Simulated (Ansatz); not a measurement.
A crystal relaxed with r2SCAN in Ansatz has space group I-42d (No. 122) and a = 5.756 Å, c = 10.393 Å.

```tsv
atom	site	x	y	z
Ag	4a	0.0000	0.0000	0.0000
Xx	8d	0.2893	0.2500	0.1250
Ga	4b	0.5000	0.5000	0.0000
```

With r2SCAN the gap is 1.57 eV and direct, at Γ. HSE06 gives a direct gap of 2.25 eV at Γ. Meshes: r2SCAN 6×6×6, HSE06 4×4×4.

Task: Which element is Xx?
A. O
B. S
C. Te
D. Se

Result: B. Xx is S: an ordered 8-atom cell of AgGaS2 on the zincblende lattice (I-42d). Ag is surrounded by 4 S at 2.56 Å; S is surrounded by 2 Ga at 2.29 Å and 2 Ag at 2.56 Å; Ga is surrounded by 4 S at 2.29 Å.

The cell comes from a prototype generator: it can be a known phase or a hypothetical one. Spin polarisation is off.

The runs are scalar-relativistic, without spin-orbit coupling.

The meshes of the hybrids are coarse, so their gaps aren't converged to the digits shown.
